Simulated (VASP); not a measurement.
Write the native input for VASP 6.6.1 that does the following.

| Property | Result |
| --- | --- |
| Task | relaxation of cell and atoms |
| Functional | LDA |
| Potentials or basis | VASP PAW LDA potentials, release 64 (Ga_d, P) |
| Cutoff | 600 eV |
| k mesh | 8 × 8 × 8 |
| Occupations | gaussian, width 0.03 eV |
| Spin | no spin polarisation |
| Further INCAR settings | ALGO = Normal; EDIFF = 1e-07; IBRION = 2; EDIFFG = -0.005; NSW = 90; ISIF = 3 |

The structure of GaP lies in POSCAR:

```
GaP                                     
1.0
    0.0000000000      2.6966856198      2.6966856198
    2.6966856198      0.0000000000      2.6966856198
    2.6966856198      2.6966856198      0.0000000000
  Ga              P             
     1     1
Direct
     0.0000000000000000    0.0000000000000000    0.0000000000000000
     0.2500000000000000    0.2500000000000000    0.2500000000000000
```

These files were run (other wordings do the same):

INCAR

```
SYSTEM = GaP
ALGO     = Normal         ! electronic algorithm
EDIFF    = 1E-7           ! SCF threshold, eV
EDIFFG   = -0.005         ! ionic threshold
ENCUT    = 600            ! plane-wave cutoff, eV
GGA      = CA             ! functional
IBRION   = 2              ! ionic algorithm
ISIF     = 3              ! what is computed and relaxed
ISMEAR   = 0              ! smearing method
LASPH    = .True.         ! aspherical terms in the spheres
LCHARG   = .False.        ! write CHGCAR
LREAL    = .False.        ! projectors in reciprocal space
LWAVE    = .False.        ! write WAVECAR
NELM     = 80             ! most SCF steps
NSW      = 90             ! ionic steps
PREC     = Accurate       ! precision mode
SIGMA    = 0.03           ! smearing width, eV
```

KPOINTS

```
k-points
0
Gamma
  8 8 8
  0 0 0
```

Potentials or basis: VASP PAW LDA potentials, release 64 (Ga_d, P).

Command:

```sh
$ cat potpaw_LDA.64/Ga_d/POTCAR potpaw_LDA.64/P/POTCAR > POTCAR
$ mpirun -np 1 vasp_std > vasp.out
```

Results of the run:

```
Pressure after relaxing : 0.0 GPa
Band gap on the k mesh  : 1.43 eV, indirect (least direct gap 1.90 eV)
```

Caveat: the relaxation stopped at its first step, so nothing moved.

It took 8.9 s on 1 thread of AMD EPYC 9R45 96-Core Processor (Zen 5), on a shared host, peak memory 0.12 GiB.
